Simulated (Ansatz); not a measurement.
# Sodium, diamond: HSE06 at the PBE geometry

How do the levels change when part of the exchange is made exact, and what does it cost? Spin polarisation is left out. The cell comes from an earlier PBE relaxation. Exact exchange is dear, so the k-mesh is coarse, and PBE is run on the same mesh for comparison.

Computed with Ansatz 0.2.0 (DFT, plane waves (420 eV) with PBE-made PAW files, scalar-relativistic; functionals as named at each step, unless a step says otherwise).

## 1. Starting point

It takes space group Fd-3m (No. 227, cubic). Conventional cell: a = 7.570 Å, b = 7.570 Å, c = 7.570 Å, α = 90.00°, β = 90.00°, γ = 90.00°. Na (site symmetry -43m) is surrounded by 4 Na at 3.28 Å.

As a file:

```
Na
1.0
     0.00000    3.78516    3.78516
     3.78516    0.00000    3.78516
     3.78516    3.78516    0.00000
Na
2
Direct
  0.12500 0.12500 0.12500
  0.87500 0.87500 0.87500
```

## 2. PBE on the coarse mesh

The run with PBE.

Input file input.yaml:

```yaml
crystal:
  lattice:
    - [0.0, 3.7851578444, 3.7851578444]
    - [3.7851578444, 0.0, 3.7851578444]
    - [3.7851578444, 3.7851578444, 0.0]
  atoms:
    - { symbol: Na, position: [0.125, 0.125, 0.125] }
    - { symbol: Na, position: [0.875, 0.875, 0.875] }
hamiltonian:
  xc: pbe
  pseudopotentials:
    kind: paw
    azcp:
      Na: "pseudopotentials/Na.paw.azcp"
basis:
  ecutwfc: 420
  fft_grid_basis: typed
kpoints:
  mp_grid: { grid: [4, 4, 4], shift: [0, 0, 0] }
magnetization:
  spin_polarized: false
scf:
  occupations: { method: fermi_dirac, width: 0.1 }
```

The run is started by

```bash
> ansatz run input.yaml --threads 4 --pin off --max-ram 8192MiB --backend cpu --events-out ev --progress --plain --runs-dir out
```

## 3. HSE06 on the coarse mesh

The run with HSE06.

Edit input.yaml of step 2 so:

```diff
@@ -9,3 +9,3 @@
 hamiltonian:
-  xc: pbe
+  xc: hse06
   pseudopotentials:
```

(Steps that only read results are left out.)

What does the calculation give? Wanted: PBE: gap; HSE06: gap; HSE06: relative to bcc.

**Answer**, as computed:

```
                         quantity                         value
                         PBE: gap  none (levels filled in part)
                       HSE06: gap  none (levels filled in part)
HSE06: SCF cycles, exchange loops                         12, 2
 HSE06: CPU time over that of PBE                            18
           HSE06: relative to bcc                 +337 meV/atom
```

**Reading.** Neither PBE nor HSE06 shows a clean gap on this mesh. HSE06 cost 18 times the CPU time of PBE. The exchange operator of HSE06 was renewed in 2 outer loops. To compare with dense-mesh energies, the change of PBE from this mesh and smearing to its dense run (+20.6 meV/atom, from a run not shown) is added. Under HSE06 it lies 337 meV/atom above bcc (computed apart in the same way); on such meshes a few tens of meV are uncertain for metals. Absolute energies differ from functional to functional, by eV per atom at times, and say nothing by themselves.
